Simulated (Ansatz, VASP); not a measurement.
**LiBr: VASP beside Ansatz**

The input INCAR:

```
PREC = Accurate
ENCUT = 520
EDIFF = 1E-7
ISMEAR = -1
SIGMA = 0.05
LREAL = F
LASPH = T
NELM = 80
ALGO = Normal
ISIF = 2
LWAVE = F
LCHARG = F
GGA = PS
NBANDS = 12
```

File KPOINTS:

```
Automatic mesh
0
Gamma
  8 8 8
```

File POSCAR:

```
LiBr
1.0
    0.0000000000      2.7321887055      2.7321887055
    2.7321887055      0.0000000000      2.7321887055
    2.7321887055      2.7321887055      0.0000000000
Br Li
1 1
Direct
    0.5000000000      0.5000000000      0.5000000000
    0.0000000000      0.0000000000      0.0000000000
```

input.yaml

```yaml
crystal:
  lattice:
    - [0.0, 2.7321887055, 2.7321887055]
    - [2.7321887055, 0.0, 2.7321887055]
    - [2.7321887055, 2.7321887055, 0.0]
  atoms:
    - { symbol: Br, position: [0.5, 0.5, 0.5] }
    - { symbol: Li, position: [0.0, 0.0, 0.0] }
hamiltonian:
  xc: pbesol
  pseudopotentials: { kind: paw }
kpoints:
  mp_grid: { grid: [8, 8, 8] }
scf:
  occupations: { method: fermi_dirac, width: 0.05 }
output:
  forces: true
  stress: true
  eigenvalues: true
```

Change from the starting cell: volume scaled by 0.98.

Alike in both runs: task single point; functional PBEsol; k mesh 8 × 8 × 8; occupations fermi-dirac, width 0.05 eV; no spin polarisation.

```csv
,VASP,Ansatz
version,VASP 6.6.1,Ansatz 0.2.0
potentials or method,"VASP PAW PBE potentials, release 64 (Br, Li_sv)",Ansatz PAW
plane-wave cutoff (eV),520,420
valence electrons in the cell,10,10
```

```tsv
	VASP	Ansatz	Ansatz less VASP
gap on the k mesh at the Fermi level (eV)	4.86	4.85	-0.010
least direct gap on the mesh (eV)	4.86	4.85	-0.010
```

The functional is the same, so the differences come from potentials, cutoffs and numerics.
